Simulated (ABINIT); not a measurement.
# PbS (Galena) (Fm-3m) in ABINIT: further runs

The runs below take PbS (Galena) through equation of state, with LDA, PBE, WC.

Program: ABINIT 10.8.3 (patched build). These are calculated values, not measurements. Logs are shortened: lines on timing, memory, paths and dates and some standing lists are left out, and cuts for length are marked. The log counts tension as positive stress, the text compression.

## Step 1: The structure

The structure is cubic, space group Fm-3m (No. 225). The conventional cell has a = 5.931 Å, b = 5.931 Å, c = 5.931 Å, α = 90.00°, β = 90.00°, γ = 90.00°. Around Pb (site symmetry m-3m) lie 6 S at 2.97 Å. Around S (site symmetry m-3m) lie 6 Pb at 2.97 Å.

## Step 2: Equation of state, LDA

The input, run.abi:

```
# Datasets: one volume each
ndtset 7
getwfk -1
scalecart1 3*0.9795861087
scalecart2 3*0.9864848297
scalecart3 3*0.9932883884
scalecart4 3*1.0000000000
scalecart5 3*1.0066227096
scalecart6 3*1.0131594038
scalecart7 3*1.0196128224

# Pseudopotentials
pp_dirpath "./"
pseudos "Pb.LDA_PW-JTH_sp.xml, S.LDA_PW-JTH.xml"

# Structure
acell 3*1.0 Angstrom
rprim
     0.0000000000     2.9657500000     2.9657500000
     2.9657500000     0.0000000000     2.9657500000
     2.9657500000     2.9657500000     0.0000000000
ntypat 2
znucl 82 16
natom 2
typat 1 2
xred
     0.0000000000     0.0000000000     0.0000000000
     0.5000000000     0.5000000000     0.5000000000

# Plane-wave basis
ecut 20.0
pawecutdg 40.0

# k points
kptopt 1
ngkpt 8 8 8
nshiftk 1
shiftk 0.0 0.0 0.0

# Exchange and correlation
ixc 7

# Bands and occupations
nband 9
occopt 3
tsmear 0.05 eV

# SCF cycle
nstep 100
tolvrs 1.0e-9

# Output
iomode 3
prtwf 1
prtden 0
prteig 0
prtebands 0
```

Potentials or basis: JTH PAW LDA v2.0 sp.

On the command line:

```
> abinit run.abi > log 2>&1
```

run.abo:

```text
.Version 10.8.3 of ABINIT
 DATASET    1 : space group Fm -3 m (#225); Bravais cF (face-center cubic)
================================================================================
 Values of the parameters that define the memory need for DATASET  1.
     intxc =       0    ionmov =       0      iscf =      17    lmnmax =      13
     lnmax =       5     mgfft =      32  mpssoang =       3    mqgrid =    3001
     natom =       2  nloc_mem =       2    nspden =       1   nspinor =       1
    nsppol =       1      nsym =      48    n1xccc =       1    ntypat =       2
    occopt =       3   xclevel =       1
       mpw =        1424          nfft =       32768          nkpt =          29
 PAW method is used; the additional fine FFT grid is defined by:
   mgfftf=        48    nfftf =    110592
================================================================================
================================================================================
[... 71 lines left out ...]
 DATASET    7 : space group Fm -3 m (#225); Bravais cF (face-center cubic)
================================================================================
 Values of the parameters that define the memory need for DATASET  7.
     intxc =       0    ionmov =       0      iscf =      17    lmnmax =      13
     lnmax =       5     mgfft =      36  mpssoang =       3    mqgrid =    3001
     natom =       2  nloc_mem =       2    nspden =       1   nspinor =       1
    nsppol =       1      nsym =      48    n1xccc =       1    ntypat =       2
    occopt =       3   xclevel =       1
       mpw =        1612          nfft =       46656          nkpt =          29
 PAW method is used; the additional fine FFT grid is defined by:
   mgfftf=        48    nfftf =    110592
================================================================================
================================================================================

--------------------------------------------------------------------------------
------------- Echo of variables that govern the present computation ------------
--------------------------------------------------------------------------------
 -outvars: echo values of preprocessed input variables --------
            acell      1.8897261259E+00  1.8897261259E+00  1.8897261259E+00 Bohr
              amu      2.07200000E+02  3.20660000E+01
             ecut      2.00000000E+01 Hartree
           getwfk          -1
              ixc           7
           jdtset        1    2    3    4    5    6    7
         kptrlatt        8    0    0      0    8    0      0    0    8
          kptrlen1     6.21127859E+01
          kptrlen2     6.25502143E+01
          kptrlen3     6.29816088E+01
          kptrlen4     6.34071731E+01
          kptrlen5     6.38271004E+01
          kptrlen6     6.42415737E+01
          kptrlen7     6.46507667E+01
            natom           2
            nband           9
           ndtset           7
[... 79 lines left out ...]
 chkinp: Checking input parameters for consistency, jdtset=   2.
[... 40 lines left out ...]
 getcut: wavevector=  0.0000  0.0000  0.0000  ngfft=  48  48  48
         ecut(hartree)=     40.000   => boxcut(ratio)=   2.17148

--- Pseudopotential description ------------------------------------------------
- pspini: atom type   1  psp file is ./Pb.LDA_PW-JTH_sp.xml
 Pseudopotential format is: paw10
 basis_size (lnmax)=  5 (lmn_size= 13), orbitals=   0   0   1   1   2
 Spheres core radius: rc_sph= 2.91365156
 Shapefunction is SIN type: shapef(r)=[sin(pi*r/rshp)/(pi*r/rshp)]**2
 Radius for shape functions =  2.21205640
 Compensation charge density is not taken into account in XC energy/potential

- pspini: atom type   2  psp file is ./S.LDA_PW-JTH.xml
 Pseudopotential format is: paw10
 basis_size (lnmax)=  4 (lmn_size=  8), orbitals=   0   0   1   1
 Spheres core radius: rc_sph= 1.90380259
 Shapefunction is SIN type: shapef(r)=[sin(pi*r/rshp)/(pi*r/rshp)]**2
 Radius for shape functions =  1.40128485
 Compensation charge density is not taken into account in XC energy/potential

   4.26397937E+02                                ecore*ucvol(ha*bohr**3)
--------------------------------------------------------------------------------

================================================================================

--- !BeginCycle
iteration_state: {dtset: 1, }
solver: {iscf: 17, nstep: 100, nline: 4, wfoptalg: 10, }
tolerances: {tolvrs: 1.00E-09, }
...
[... 1256 lines left out ...]
-Cartesian components of stress tensor (GPa)         [Pressure= -5.3464E+00 GPa]
- sigma(1 1)=  5.34642223E+00  sigma(3 2)=  0.00000000E+00
- sigma(2 2)=  5.34642223E+00  sigma(3 1)=  0.00000000E+00
- sigma(3 3)=  5.34642223E+00  sigma(2 1)=  0.00000000E+00

== END DATASET(S) ==============================================================
================================================================================

 -outvars: echo values of variables after computation  --------
            acell      1.8897261259E+00  1.8897261259E+00  1.8897261259E+00 Bohr
           etotal1    -1.4184430857E+01
           etotal2    -1.4184601593E+01
           etotal3    -1.4184440509E+01
           etotal4    -1.4183982248E+01
           etotal5    -1.4183259905E+01
           etotal6    -1.4182299644E+01
           etotal7    -1.4181124260E+01
            fcart1    -0.0000000000E+00 -0.0000000000E+00 -0.0000000000E+00
                      -0.0000000000E+00 -0.0000000000E+00 -0.0000000000E+00
            fcart2    -0.0000000000E+00 -0.0000000000E+00 -0.0000000000E+00
                      -0.0000000000E+00 -0.0000000000E+00 -0.0000000000E+00
            fcart3    -0.0000000000E+00 -0.0000000000E+00 -0.0000000000E+00
                      -0.0000000000E+00 -0.0000000000E+00 -0.0000000000E+00
            fcart4    -0.0000000000E+00 -0.0000000000E+00 -0.0000000000E+00
                      -0.0000000000E+00 -0.0000000000E+00 -0.0000000000E+00
            fcart5    -0.0000000000E+00 -0.0000000000E+00 -0.0000000000E+00
                      -0.0000000000E+00 -0.0000000000E+00 -0.0000000000E+00
[... 38 lines left out ...]
                       0.0000000000E+00  0.0000000000E+00  0.0000000000E+00
           xangst1     0.0000000000E+00  0.0000000000E+00  0.0000000000E+00
                       2.9052075019E+00  2.9052075019E+00  2.9052075019E+00
           xangst2     0.0000000000E+00  0.0000000000E+00  0.0000000000E+00
                       2.9256673837E+00  2.9256673837E+00  2.9256673837E+00
           xangst3     0.0000000000E+00  0.0000000000E+00  0.0000000000E+00
                       2.9458450379E+00  2.9458450379E+00  2.9458450379E+00
           xangst4     0.0000000000E+00  0.0000000000E+00  0.0000000000E+00
                       2.9657500000E+00  2.9657500000E+00  2.9657500000E+00
           xangst5     0.0000000000E+00  0.0000000000E+00  0.0000000000E+00
                       2.9853913010E+00  2.9853913010E+00  2.9853913010E+00
           xangst6     0.0000000000E+00  0.0000000000E+00  0.0000000000E+00
                       3.0047775018E+00  3.0047775018E+00  3.0047775018E+00
           xangst7     0.0000000000E+00  0.0000000000E+00  0.0000000000E+00
                       3.0239167280E+00  3.0239167280E+00  3.0239167280E+00
             xred      0.0000000000E+00  0.0000000000E+00  0.0000000000E+00
                       5.0000000000E-01  5.0000000000E-01  5.0000000000E-01
 Calculation completed.
```

Wall time 86 s (1 thread of AMD EPYC 7R43 (Zen 3), shared host); peak memory 0.14 GiB.

What came out:

```
Equilibrium volume                      : 25.04 Å³/atom
Bulk modulus                            : 66 GPa
Pressure derivative of the bulk modulus : 4.3
```

Energy against volume, from the lowest point:
```csv
volume (Å³/atom),energy (meV/atom)
24.521,2.32
25.042,0.00
25.564,2.19
26.086,8.43
26.607,18.25
27.129,31.32
27.651,47.31
```

Caveat: pressures at fixed basis lie under the slope of the energies; this set keeps more shells in the core, which shifts pressures and gaps. Zero-point motion and thermal expansion aren't in these numbers.

## Step 3: Equation of state, PBE

Changes to run.abi since step 2:

```diff
@@ -13,3 +13,3 @@
 pp_dirpath "./"
-pseudos "Pb.LDA_PW-JTH_sp.xml, S.LDA_PW-JTH.xml"
+pseudos "Pb.GGA_PBE-JTH_sp.xml, S.GGA_PBE-JTH.xml"
 
@@ -40,3 +40,3 @@
 # Exchange and correlation
-ixc 7
+ixc 11
 
@@ -45,3 +45,3 @@
 occopt 3
-tsmear 0.05 eV
+tsmear 0.00183747
 
@@ -57 +57,2 @@
 prtebands 0
+enunit 2
```

Potentials or basis: JTH PAW PBE v2.0 sp.

On the command line:

```
> abinit run.abi > log 2>&1
```

Run time: 96 s. Hardware: 1 thread of AMD EPYC 7R43 (Zen 3), shared host; peak memory 0.16 GiB.

It converged, with:

```
Equilibrium volume                      : 27.13 Å³/atom
Bulk modulus                            : 54 GPa
Pressure derivative of the bulk modulus : 4.4
```

Energy against volume, from the lowest point:
```
volume (Å³/atom)  energy (meV/atom)
          24.521              50.95
          25.042              31.39
          25.564              17.01
          26.086               7.30
          26.607               1.77
          27.129               0.00
          27.651               1.69
```

Caveat: pressures at fixed basis lie under the slope of the energies; this set keeps more shells in the core, which shifts pressures and gaps. PBE usually gives volumes a little too large and moduli too small.

## Step 4: Equation of state, WC

Changes to run.abi since step 3:

```diff
@@ -40,3 +40,3 @@
 # Exchange and correlation
-ixc 11
+ixc 23
 
@@ -57,2 +57,2 @@
 prtebands 0
-enunit 2
+enunit 1
```

On the command line:

```
> abinit run.abi > log 2>&1
```

Run time: 99 s. Hardware: 1 thread of AMD EPYC 7R43 (Zen 3), shared host; peak memory 0.16 GiB.

The run converged. Its results:

- Equilibrium volume: 25.81 Å³/atom
- Bulk modulus: 62 GPa
- Pressure derivative of the bulk modulus: 4.3

Energy against volume, from the lowest point:
| volume (Å³/atom) | energy (meV/atom) |
| --- | --- |
| 24.521 | 13.19 |
| 25.042 | 4.19 |
| 25.564 | 0.00 |
| 26.086 | 0.12 |
| 26.607 | 4.10 |
| 27.129 | 11.55 |
| 27.651 | 22.16 |

Caveat: pressures at fixed basis lie under the slope of the energies; the PAW data sets were made with another functional, which shifts forces and pressure a little; this set keeps more shells in the core, which shifts pressures and gaps. The run has no spin-orbit coupling, so splittings on Pb are missing.

## Step 5: Summary

```csv
level,potentials or basis,V0 of scaled cells (Å³/atom),B0 (GPa)
LDA,JTH PAW LDA v2.0 sp,25.04,66
PBE,JTH PAW PBE v2.0 sp,27.13,54
WC,JTH PAW PBE v2.0 sp,25.81,62
```

Alike in all rows: task equation of state; no spin polarisation; cell as given; k mesh 8 × 8 × 8; cutoff (eV) 544; smearing fermi-dirac 0.05 eV.

Caveats: pressures at fixed basis lie under the slope of the energies; this set keeps more shells in the core, which shifts pressures and gaps; the PAW data sets were made with another functional, which shifts forces and pressure a little (some runs).

Total energies depend on the potentials used, so only differences within one code and one set of settings carry meaning.
